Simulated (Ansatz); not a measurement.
All numbers below come from Ansatz 0.2.0, DFT PBE, scalar-relativistic, plane waves, PAW. Settings: cutoff 420 eV, Γ-centred meshes spaced at most about 0.3 Å⁻¹, and about 0.25 Å⁻¹ or finer for metals (2π included), Gaussian smearing. No spin polarisation.

These are static total energies at zero pressure.

Compare these two cells of TaAs, each relaxed at this level.

A.

```yaml
crystal:
  lattice:
    - [0.00000, 2.63329, 2.63329]
    - [2.63329, 0.00000, 2.63329]
    - [2.63329, 2.63329, 0.00000]
  atoms:
    - { symbol: Ta, position: [0.00000, 0.00000, 0.00000] }
    - { symbol: As, position: [0.50000, 0.50000, 0.50000] }
```

B.

```yaml
crystal:
  lattice:
    - [3.21467, 0.00000, 0.00000]
    - [0.00000, 3.21467, 0.00000]
    - [0.00000, 0.00000, 3.21467]
  atoms:
    - { symbol: Ta, position: [0.50000, 0.50000, 0.50000] }
    - { symbol: As, position: [0.00000, 0.00000, 0.00000] }
```

Task: Which would you expect to be lower, and how large is the difference?

Result: B is lower, by 295 meV/atom. A has the rock salt type, space group Fm-3m (No. 225), 18.3 Å³/atom and no gap on its mesh; B has the caesium chloride type, space group Pm-3m (No. 221), 16.6 Å³/atom and no gap. Counting As atoms around Ta (those within 1.25 times the shortest such distance or 1.15 times the sum of covalent radii, 1.27 where that leaves under three), A has Ta 6 and B has Ta 8. The denser one is the lower, and pressure would at first widen the difference. Both come from invented guesses. The lowest form computed isn't among them: it has space group I4_1md (No. 109), 17.6 Å³/atom, is reached from a Materials Project cell and lies 279 meV/atom below the best shown.

These runs have no spin–orbit coupling, which can matter for Ta. Cells relaxed within their symmetry can be saddle points. Some candidate types were left out of the draw beforehand, so a known form may be missing.
